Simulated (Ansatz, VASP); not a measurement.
# Cross-check of SnSe2 between VASP and Ansatz

Aim: how closely do two programs agree when they are given the same cell, functional and k mesh? The cell is taken from a series of runs on this material, whose earlier steps may have relaxed, scaled, displaced or heated it; both programs get it as it stands.

Program: Ansatz 0.2.0. Level of theory: plane waves, with VASP 6.6.1 beside it; single point at PBE. Results are calculated unless marked as measured.

## 1. Starting point

The cell holds 3 atoms: 2 Se and 1 Sn. Its edges and angles: a = 3.827 Å, b = 3.827 Å, c = 29.600 Å, α = 90.0°, β = 90.0°, γ = 120.0°. It derives from SnSe2. Vacuum lies along c.

## 2. VASP: single point, PBE, pair 1

With cell and atoms fixed, the geometry can't cause a difference; cores, projectors, grids and the points listed under the comparison can.

Lines of VASP's logs that name or quote its potential files are left out, and so is its time.

Contents of INCAR:

```
SYSTEM = SnSe2
PREC = Accurate
ENCUT = 400
EDIFF = 1E-06
NELM = 120
ISMEAR = -1
SIGMA = 0.02
LREAL = .FALSE.
ALGO = Normal
GGA = PE
NBANDS = 19
LORBIT = 11
LWAVE = .FALSE.
LCHARG = .FALSE.
ISIF = 2
LDIPOL = .TRUE.
IDIPOL = 3
DIPOL = 0.5 0.5 0.5
LVHAR = .TRUE.
LASPH = .TRUE.
GGA_COMPAT = .FALSE.
EFERMI = MIDGAP
NELMDL = -8
KPAR = 2
```

Contents of POSCAR:

```
SnSe2
1.0
    3.8274010816      0.0000000000      0.0000000000
   -1.9137005408      3.3146265671      0.0000000000
    0.0000000000      0.0000000000     29.6000000000
Se Sn
2 1
Direct
    0.3333333333      0.6666666667      0.4459770115
    0.6666666667      0.3333333333      0.5540229885
    0.0000000000      0.0000000000      0.5000000000
```

Contents of KPOINTS:

```
Automatic mesh
0
Gamma
6 6 1
0 0 0
```

The projector-augmented-wave data sets are Se and Sn_d (PBE family, release 64).

On the command line:

```sh
$ mpirun -np 2 vasp_std
```

Numbers of over 12 decimals in the logs are rounded to 6 here.

The program printed:

```text
[banner, memory and clock lines left out]
running    2 mpi-ranks, on    1 nodes
 distrk:  each k-point on    1 cores,    2 groups
 distr:  one band on    1 cores,    1 groups

 POSCAR found type information on POSCAR SeSn
 POSCAR found :  2 types and       3 ions
 LDA part: xc-table for (Slater+PW92), standard interpolation
 POSCAR, INCAR and KPOINTS ok, starting setup
 FFT: planning ... GRIDC
 FFT: planning ... GRID_SOFT
 FFT: planning ... GRID
 WAVECAR not read
 entering main loop
       N       E                     dE             d eps       ncg     rms          rms(c)
DAV:   1     0.163345579870E+03    0.16335E+03   -0.95581E+03   330   0.852E+02
DAV:   2     0.718110092688E+01   -0.15616E+03   -0.15265E+03   348   0.213E+02
DAV:   3    -0.116378217476E+02   -0.18819E+02   -0.18460E+02   331   0.817E+01
DAV:   4    -0.121130608415E+02   -0.47524E+00   -0.47476E+00   358   0.161E+01
DAV:   5    -0.121230099173E+02   -0.99491E-02   -0.99487E-02   400   0.232E+00
DAV:   6    -0.121231450100E+02   -0.13509E-03   -0.13509E-03   371   0.214E-01
DAV:   7    -0.121231567462E+02   -0.11736E-04   -0.11736E-04   406   0.489E-02
DAV:   8    -0.121231568101E+02   -0.63888E-07   -0.63899E-07   326   0.443E-03    0.482E+00
DAV:   9    -0.118634066006E+02    0.25975E+00   -0.57885E-01   405   0.783E+00    0.313E+00
DAV:  10    -0.118469025609E+02    0.16504E-01   -0.23218E-01   313   0.317E+00    0.508E-01
DAV:  11    -0.118427808476E+02    0.41217E-02   -0.25877E-02   333   0.164E+00    0.289E-01
DAV:  12    -0.118430354207E+02   -0.25457E-03   -0.24920E-03   320   0.313E-01    0.597E-02
DAV:  13    -0.118430213173E+02    0.14103E-04   -0.15543E-04   390   0.120E-01    0.320E-02
DAV:  14    -0.118430201261E+02    0.11912E-05   -0.98162E-05   336   0.500E-02    0.104E-02
DAV:  15    -0.118430394411E+02   -0.19315E-04   -0.57719E-06   328   0.127E-02    0.930E-03
DAV:  16    -0.118431339718E+02   -0.94531E-04   -0.23564E-05   278   0.151E-02    0.463E-03
DAV:  17    -0.118432092237E+02   -0.75252E-04   -0.71543E-06   254   0.795E-03    0.451E-03
DAV:  18    -0.118432435846E+02   -0.34361E-04   -0.18700E-06   285   0.672E-03    0.201E-03
DAV:  19    -0.118432634680E+02   -0.19883E-04   -0.37521E-07   287   0.354E-03    0.101E-03
DAV:  20    -0.118432691374E+02   -0.56694E-05   -0.11887E-07   288   0.122E-03    0.103E-03
DAV:  21    -0.118432730597E+02   -0.39223E-05   -0.12528E-07   282   0.192E-03    0.160E-04
DAV:  22    -0.118432747817E+02   -0.17220E-05   -0.20204E-08   259   0.769E-04    0.232E-04
DAV:  23    -0.118432761638E+02   -0.13821E-05   -0.22824E-08   264   0.503E-04    0.268E-04
DAV:  24    -0.118432767175E+02   -0.55374E-06   -0.63167E-09   254   0.340E-04
   1 F= -.11843277E+02 E0= -.11843277E+02  d E =-.649611E-09
```

From OUTCAR (step 2):

```text
ion  position               nearest neighbor table
   1  0.333  0.667  0.446-   3 2.73   3 2.73   3 2.73
   2  0.667  0.333  0.554-   3 2.73   3 2.73   3 2.73
   3  0.000  0.000  0.500-   1 2.73   2 2.73   1 2.73   2 2.73   2 2.73   1 2.73

  LATTYP: Found a hexagonal cell.
 ALAT       =     3.8274010816
 C/A-ratio  =     7.7337073824

 Subroutine GETGRP returns: Found 12 space group operations
 (whereof 12 operations were pure point group operations)

The static configuration has the point symmetry D_3d.

 Found      7 irreducible k-points:

   k-points           NKPTS =      7   k-points in BZ     NKDIM =      7   number of bands    NBANDS=     19

   dimension x,y,z NGX =    28 NGY =   28 NGZ =  196
   dimension x,y,z NGXF=    56 NGYF=   56 NGZF=  392

   ENCUT  =  400.0 eV  29.40 Ry    5.42 a.u.   6.24  6.24 48.27*2*pi/ulx,y,z

   NELECT =      26.0000    total number of electrons

 k-points in reciprocal lattice and weights: Automatic mesh
   0.00000000  0.00000000  0.00000000       0.028
   0.16666667  0.00000000  0.00000000       0.167
   0.33333333 -0.00000000  0.00000000       0.167
   0.50000000  0.00000000  0.00000000       0.083
   0.16666667  0.16666667  0.00000000       0.167
   0.33333333  0.16666667  0.00000000       0.333
   0.33333333  0.33333333  0.00000000       0.056

 dipolmoment           0.000000      0.000000     -0.000000 electrons x Angstroem

 average (electrostatic) potential at core
       1 -61.3083       2 -61.3083       3-110.6706

 E-fermi :  -3.5122

 k-point     1 :       0.0000    0.0000    0.0000
  band No.  band energies     occupation
    ...
      9      -5.0677      2.00000
     10      -4.3588      2.00000
     11      -4.3588      2.00000
     12      -3.9706      2.00000
     13      -3.9706      2.00000
     14      -2.3117      0.00000
     15      -0.7885      0.00000
     16       0.7195      0.00000
     17       0.7195      0.00000
     18       1.6761      0.00000
    ...

 k-point     2 :       0.1667    0.0000    0.0000
  band No.  band energies     occupation
    ...
      9      -6.0569      2.00000
     10      -5.1575      2.00000
     11      -5.0175      2.00000
     12      -4.8717      2.00000
     13      -3.9093      2.00000
     14      -1.6624      0.00000
     15      -0.0442      0.00000
     16       1.0342      0.00000
     17       1.2581      0.00000
     18       1.9308      0.00000
    ...

 k-point     3 :       0.3333   -0.0000    0.0000
  band No.  band energies     occupation
    ...
      9      -7.6836      2.00000
     10      -6.1662      2.00000
     11      -5.7952      2.00000
     12      -4.6614      2.00000
     13      -4.1197      2.00000
     14      -2.6089      0.00000
     15       0.2651      0.00000
     16       1.4694      0.00000
     17       1.7947      0.00000
     18       2.3790      0.00000
    ...

  Total        0.8177581      0.8177581      0.2651381      0.0000000      0.0000000      0.0000000
  in kB        3.4890337      3.4890337      1.1312340      0.0000000      0.0000000      0.0000000
  external PRESSURE =       2.7031005 kB  Pullay stress =       0.0000000 kB

  energy-cutoff  :      400.00
  volume of cell :      375.52
      direct lattice vectors                 reciprocal lattice vectors
     3.827401082  0.000000000  0.000000000     0.261273898  0.150846555  0.000000000
    -1.913700541  3.314626567  0.000000000     0.000000000  0.301693111  0.000000000
     0.000000000  0.000000000 29.600000000     0.000000000  0.000000000  0.033783784

 POSITION                                       TOTAL-FORCE (eV/Angst)
 -----------------------------------------------------------------------------------
     -0.00000      2.20975     13.20092         0.000000     -0.000000     -0.091383
      1.91370      1.10488     16.39908        -0.000000      0.000000      0.091383
      0.00000      0.00000     14.80000        -0.000000      0.000000      0.000000
 -----------------------------------------------------------------------------------
    total drift:                               -0.000000      0.000000      0.000000

  FREE ENERGIE OF THE ION-ELECTRON SYSTEM (eV)
  ---------------------------------------------------
  free  energy   TOTEN  =       -11.8432767175 eV

  energy  without entropy=      -11.8432767169  energy(sigma->0) =      -11.84327672

 vacuum level on the upper side and lower side of the slab         2.067         2.067

 total charge
# of ion       s       p       d       tot
------------------------------------------
    1        1.482   2.308   0.025   3.815
    2        1.482   2.308   0.025   3.815
    3        1.056   1.005  10.094  12.155
--------------------------------------------------
tot          4.021   5.622  10.143  19.785

[... 3 further parts left out ...]
```

## 3. Ansatz: single point, PBE, pair 1

Ansatz runs on its PAW soft_1 files.

The same cell, functional, mesh and smearing now go to Ansatz, which takes its cutoff from its data sets.

Contents of input.yaml:

```yaml
crystal:
  lattice:
    - [3.8274010816, 0.0, 0.0]
    - [-1.9137005408, 3.3146265671, 0.0]
    - [0.0, 0.0, 29.6]
  atoms:
    - { symbol: Se, position: [0.3333333333, 0.6666666667, 0.4459770115] }
    - { symbol: Sn, position: [0.0, 0.0, 0.5] }
    - { symbol: Se, position: [0.6666666667, 0.3333333333, 0.5540229885] }
  periodic: [true, true, false]
kpoints:
  mp_grid: { grid: [6, 6, 1] }
  band_path:
    path:
      - [0, 0, 0]
      - [0.5, 0, 0]
      - [0.3333333333333, 0.3333333333333, 0]
      - [0, 0, 0]
    npoints: 10
hamiltonian:
  xc: pbe
  pseudopotentials: { kind: paw, azcp: { folder: soft_1 } }
scf:
  occupations: { method: fermi_dirac, width: 0.02 }
  n_extra_bands: 5
output:
  eigenvalues: true
  forces: true
  stress: true
  write_density: true
  write_potential: true
  elf: true
  volumetric_format: npy
```

On the command line:

```sh
$ ansatz run input.yaml --threads 2 --pin off --max-ram 92160MiB --backend cuda --events-out ev --progress --plain --runs-dir out --devices 1 --max-vram 13GiB
```

The program printed:

```text
scf.n_extra_bands = 5 over 23 filled bands (N_el = 46.0): the run solves 28 bands
GPUs: using 1 of 1 available (devices: 1).
Engine: ansatz 0.2.0, x86_64-unknown-linux-gnu
Pseudopotentials: kind: paw
Pseudopotential: Se, paw, valence charge 16, recommended cutoff 420 eV (normal), soft_1/Se.paw.azcp
Pseudopotential: Sn, paw, valence charge 14, recommended cutoff 420 eV (normal), soft_1/Sn.paw.azcp
Functional definition: PBE
  parameter kappa = 0.804
  parameter beta = 0.066725
  exchange = pbe_x(kappa = kappa, mu = beta*pi^2/3)
  correlation = pbe_c(beta = beta)
device memory: the entry about to start is reckoned to put 2.9 GiB on a device that reports 62.5 GiB free (of which the cap on the GPU budget leaves the run 13.0 GiB)
GPU FFT provider: cuFFT
GPU libraries: cuBLAS 13.8.2, cuFFT 12.4.0, cuSOLVER 12.3.4
Crystal: 3 atoms, lattice volume = 375.518 Å³
Basis set: ecut = 420 eV, 7323 PW (Γ), exchange–correlation on 54×54×400 points (8 copies of the dense FFT grid, shifted against one another)
Bands: 28, of which v1, the nominal top of the filled ones, is band 23 counted from 1 (22 counted from 0)
Symmetry: 12 space group operations
Space group: P-3m1 (ITA 164), of the structure as read, at distance tolerance 7.2e-5 Å
k-points: 7 of 36
Non-local potential: Se, projectors of the file, l = 0: 2, l = 1: 2, l = 2: 3, l = 3: 1
Non-local potential: Sn, projectors of the file, l = 0: 2, l = 1: 2, l = 2: 2, l = 3: 1
PAW form: soft (Blöchl's): semilocal exchange-correlation on the pseudo side does not see the compensation charge
PAW one-centre angular grid: Se, 590 points (default); XC on 64 Gauss nodes
PAW one-centre angular grid: Sn, 590 points (default); XC on 64 Gauss nodes
Initial density: superposition of atomic densities (neutral atoms: chi_scale 0, normalization atom)
Initial wavefunctions: pseudopotential atomic-orbital guess
GPU buffer pool allocated for 145800 grid points (all kernels)
GPU transforms: local potential and band sums: pruned to the plane-wave sphere, on 25×25×200
Functional: x = pbe(κ = 0.804, μ = 0.219515), c = pbe(β = 0.066725)
iter 1 solved again at ethr=2.28e-3 eV; its pass at ethr=3.10e-3 eV (dr2=1.05e0 eV) is discarded
SCF iter   1: F=—  HF=-16963.746387 eV  |F-HF|=—  |Δ(HF+E_count)|=         —  Δρ=1.37e-2  dr2=1.05e0  ethr=2.28e-3  ⟨swp⟩=1.6  Hψ=1545  notcnv=0
preconditioner: auto → Resta (q_TF=auto, 1.923 Å⁻¹)  ε∞=1.4  [insulator: Δε(μ)=1.093 eV  Ē_g=15.574 eV  σ=0.020 eV  W_gap=1.00  n_scr=36 (ndim 8)  ℏωp=9.8 eV  f_vac=0.763  D(μ)=0.00/eV (n_scr^D=0)  ε∞_Penn≈1.4  vacuum switching on, ρ_ref=1.8e-2 e/Å³]
SCF iter   2: F=—  HF=-16963.484801 eV  |F-HF|=—  |Δ(HF+E_count)|=   2.62e-1  Δρ=5.94e-3  dr2=1.57e-1  ethr=2.27e-3  ⟨swp⟩=4.0  Hψ=377  notcnv=0
SCF iter   3: F=—  HF=-16963.466867 eV  |F-HF|=—  |Δ(HF+E_count)|=   1.79e-2  Δρ=3.13e-3  dr2=3.97e-2  ethr=3.41e-4  ⟨swp⟩=3.4  Hψ=385  notcnv=0  defer=6
SCF iter   4: F=—  HF=-16963.463210 eV  |F-HF|=—  |Δ(HF+E_count)|=   3.66e-3  Δρ=9.40e-4  dr2=2.70e-3  ethr=8.62e-5  ⟨swp⟩=3.0  Hψ=321  notcnv=0  defer=6
SCF iter   5: F=—  HF=-16963.463443 eV  |F-HF|=—  |Δ(HF+E_count)|=   2.33e-4  Δρ=1.49e-4  dr2=7.77e-5  ethr=5.86e-6  ⟨swp⟩=2.9  Hψ=320  notcnv=0  defer=6
SCF iter   6: F=—  HF=-16963.463561 eV  |F-HF|=—  |Δ(HF+E_count)|=   1.18e-4  Δρ=4.43e-5  dr2=7.75e-6  ethr=1.69e-7  ⟨swp⟩=3.4  Hψ=366  notcnv=0  defer=6
SCF iter   7: F=—  HF=-16963.463564 eV  |F-HF|=—  |Δ(HF+E_count)|=   2.78e-6  Δρ=1.29e-5  dr2=3.08e-7  ethr=1.69e-8  ⟨swp⟩=3.1  Hψ=303  notcnv=0  defer=6
SCF iter   8: F=-16963.463564 eV  HF=-16963.463564 eV  |F-HF|=1.07e-8  |Δ(HF+E_count)|=   4.17e-7  Δρ=1.76e-6  dr2=2.19e-8  ethr=2.17e-10  ⟨swp⟩=22.7  Hψ=2057  notcnv=0
SCF 1 converged in 8 iterations: F = -16963.463564 eV  dr2 = 2.19e-8
  greatest PAW one-centre occupation: 1.000 electrons in one spin orbital (limit 2), on the Se atom at site 2 (counted from 0), in its partial waves of l = 2
device memory: the entry about to start is reckoned to put 2.0 GiB on a device that reports 62.4 GiB free (of which the cap on the GPU budget leaves the run 13.0 GiB)
NSCF: frozen V_eff on 31 k-points
SCF converged after 8 iterations
Free energy (F): -16963.463564 eV
Harris-Foulkes:  -16963.463564 eV  (|F-HF|=1.07e-8)
Internal energy: -16963.463564 eV  (E = F + TS)
E sigma→0 (E₀):  -16963.463564 eV
Fermi energy:    -5.577239 eV
--- Per-component energies (eV) ---
  E_band       = -1498.742772
  E_kinetic    = 389.227485
  E_local      = -93461.266075  (includes V_loc(G=0)·N_el)
  E_nonlocal   = -563.659854
  E_hartree    = 46549.922639
  E_xc         = -295.038383
  E_vxc        = -259.755609  (∫ρ·V_xc dr)
  E_paw        = -8631.801313  (= ΣΔE_a)
  E_vpaw       = -703.160054  (= ΣTr[D̂ρ^β])
  E_aug_tail   = -0.000467  (compensation charges beyond the density's cutoff)
  E_ewald      = 39049.152404
  E_smearing   = -0.000000  (= −TS)
  E_closure    = 0.000000  (closes the sum)
  Σ components = -16963.463564   (vs F -16963.463564, Δ=0.00e0)
--- Forces (eV/Å), atoms counted from 1 ---
  atom   1  Se    -0.00000000     0.00000000    -0.07634492
  atom   2  Sn     0.00000000    -0.00000000     0.00000000
  atom   3  Se     0.00000000    -0.00000000     0.07634492
  max |Σ_I F_I| component: 4.63e-18 eV/Å
--- 2D stress c σ (N/m, compression-positive) ---
        1.014694       0.000000       0.000000
        0.000000       1.014694       0.000000
        0.000000       0.000000       0.000000
  P = ½ c Tr σ = 1.0147 N/m
--- Band table (eV; the first three rows and the last of 7) ---
  k-point 0: bands = [... 19 lower, -6.4237, -6.4237, -6.0367, -6.0367, -4.3743, -2.8491, -1.3408, -1.3408, ... 1 higher]
  k-point 1: bands = [... 19 lower, -7.2244, -7.0814, -6.9381, -5.9759, -3.7278, -2.1059, -1.0297 (-1.0297°), -0.8037, ... 1 higher]
  k-point 2: bands = [... 19 lower, -8.2325, -7.8583, -6.7297, -6.1864, -4.6738, -1.7964, -0.5932, -0.2688, ... 1 higher]
  k-point 6: bands = [... 19 lower, -9.6006, -9.2340, -6.8424, -6.8424, -4.1754, -0.7507, -0.7507, 0.6148, ... 1 higher]
  ° read free of the cell's end (the report's vacuum.weakly_bound_levels)
```

Reading the cycles: dr2 is the Hartree energy of the density residual (eV), the measure of convergence; HF is the Harris–Foulkes estimate of the energy, which meets the free energy F at convergence.

## 4. Comparison

Known differences besides the potentials themselves: Ansatz cuts the interaction across the vacuum, VASP repeats the sheet with a dipole correction; the data sets hold 46 valence electrons in Ansatz (on its PAW soft_1 files) and 26 in VASP; the cutoff is 420 eV in Ansatz and 400 eV in VASP. Total energies have different zeros and are not compared.

Compared:

```csv
quantity,Ansatz,VASP,difference
gap on the k mesh (eV),0.783,0.781,+0.002
```

Forces (eV/Å; atoms numbered as in POSCAR):

```csv
atom,"Ansatz x, y, z","VASP x, y, z"
Se1,"0.000, 0.000, -0.076","0.000, 0.000, -0.091"
Se2,"0.000, 0.000, 0.076","0.000, 0.000, 0.091"
Sn3,"0.000, 0.000, 0.000","0.000, 0.000, 0.000"
```

The forces differ by 7.1 meV/Å r.m.s., which is 16.5 % of the r.m.s. force of 0.043 eV/Å (both taken over all components). A gap on the mesh is an upper bound, since the band edges may lie between its points. With vacuum in the cell, a pressure given here is an average over mostly empty space and none of the material.

## 5. VASP: single point, PBE, pair 2

With cell and atoms fixed, the geometry can't cause a difference; cores, projectors, grids and the points listed under the comparison can. This pair takes another cell of the material, with 6 atoms against 3 for the pair before.

Edit INCAR of step 2 so:

```diff
@@ -5,4 +5,4 @@
 NELM = 120
-ISMEAR = -1
-SIGMA = 0.02
+ISMEAR = 0
+SIGMA = 0.01
 LREAL = .FALSE.
@@ -10,3 +10,3 @@
 GGA = PE
-NBANDS = 19
+NBANDS = 32
 LORBIT = 11
```

Contents of POSCAR:

```
SnSe2
1.0
    3.8365779286      0.0000000000      0.0000000000
   -1.9182889643      3.3225739498      0.0000000000
    0.0000000000      0.0000000000     41.6000000000
Se Sn
4 2
Direct
    0.3333333333      0.6666666667      0.3897155451
    0.6666666667      0.3333333333      0.4663695837
    0.3333333333      0.6666666667      0.5336304163
    0.6666666667      0.3333333333      0.6102844549
    0.0000000000      0.0000000000      0.4280343979
    0.0000000000      0.0000000000      0.5719656021
```

Contents of KPOINTS:

```
Automatic mesh
0
Gamma
9 9 1
0 0 0
```

On the command line:

```sh
$ mpirun -np 2 vasp_std
```

The program printed:

```text
[banner, memory and clock lines left out]
running    2 mpi-ranks, on    1 nodes
[...]
LDA part: xc-table for (Slater+PW92), standard interpolation
 POSCAR, INCAR and KPOINTS ok, starting setup
[...]
entering main loop
       N       E                     dE             d eps       ncg     rms          rms(c)
DAV:   1     0.375945947516E+03    0.37595E+03   -0.19593E+04   968   0.110E+03
DAV:   2     0.231836812594E+02   -0.35276E+03   -0.34718E+03  1008   0.263E+02
DAV:   3    -0.223548882023E+02   -0.45539E+02   -0.45139E+02   904   0.116E+02
DAV:   4    -0.241318246427E+02   -0.17769E+01   -0.17702E+01   976   0.263E+01
[...]
DAV:  23    -0.236641412740E+02   -0.33054E-05   -0.41713E-08   640   0.911E-04    0.198E-04
DAV:  24    -0.236641426206E+02   -0.13466E-05   -0.31819E-08   624   0.607E-04    0.190E-04
DAV:  25    -0.236641432005E+02   -0.57992E-06   -0.76949E-09   592   0.335E-04
   1 F= -.23664143E+02 E0= -.23664143E+02  d E =0.000000E+00
```

OUTCAR, selected parts (step 5):

```text
  Total        1.8808595      1.8808595      1.4574337     -0.0000000     -0.0000000      0.0000000
  in kB        5.6827025      5.6827025      4.4033923     -0.0000000     -0.0000000      0.0000000
  external PRESSURE =       5.2562658 kB  Pullay stress =       0.0000000 kB

 POSITION                                       TOTAL-FORCE (eV/Angst)
 -----------------------------------------------------------------------------------
     -0.00000      2.21505     16.21217        -0.000000     -0.000000     -0.121447
      1.91829      1.10752     19.40097        -0.000000      0.000000      0.004811
     -0.00000      2.21505     22.19903         0.000000      0.000000     -0.004811
      1.91829      1.10752     25.38783         0.000000      0.000000      0.121447
      0.00000      0.00000     17.80623        -0.000000      0.000000     -0.070905
      0.00000      0.00000     23.79377         0.000000     -0.000000      0.070905
 -----------------------------------------------------------------------------------
    total drift:                               -0.000000      0.000000      0.000000

  FREE ENERGIE OF THE ION-ELECTRON SYSTEM (eV)
  ---------------------------------------------------
  free  energy   TOTEN  =       -23.6641432005 eV

  energy  without entropy=      -23.6641432005  energy(sigma->0) =      -23.66414320

[... 3 further parts left out ...]
[key lines of the parts left out:]
E-fermi :  -2.6530
```

[end of part 1 of 2]

[Lines on the potential files, build, host, timing and source positions are cut from VASP's logs without a mark.]

[Logs are printed without paths, hosts, clocks, repeated set-up lines and the standing remarks that a program may print on its own settings, such as how far it seeks lower states.]

[Hosts, paths, dates, database ids (printed as entryN), source tags and the programs' standing remarks are cut or masked in the printed files.]
